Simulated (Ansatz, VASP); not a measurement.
**Y in VASP and in Ansatz**

```xyz
1
Lattice="0.0000 1.9464 1.9464 1.9464 0.0000 1.9464 1.9464 1.9464 0.0000" Properties=species:S:1:pos:R:3 pbc="T T T"
Y     0.0000    0.0000    0.0000
```

Change from the starting cell: volume scaled by 0.5, LAPW.

Alike in both runs: task single point; functional LDA; k mesh 13 × 13 × 13; occupations fermi-dirac, width 0.08 eV; no spin polarisation.

|  | VASP | Ansatz |
| --- | --- | --- |
| version | VASP 6.6.1 | Ansatz 0.2.0 |
| potentials or method | VASP PAW LDA potentials, release 64 (Y_sv), cutoff 520 eV | all-electron LAPW, scalar-relativistic |

Ansatz gave:

| Quantity | Value |
| --- | --- |
| pressure (GPa) | 89.1 |

What did VASP give for the same quantities?

Pressure (GPa): 89.3.

Ansatz ran all-electron here, so the differences hold the error of VASP's frozen core and of both bases.

Caveats: the cell as given lies far from equilibrium; so large a pressure means that the cell lies far from this level's equilibrium, or that cutoff or potentials fall short (VASP).
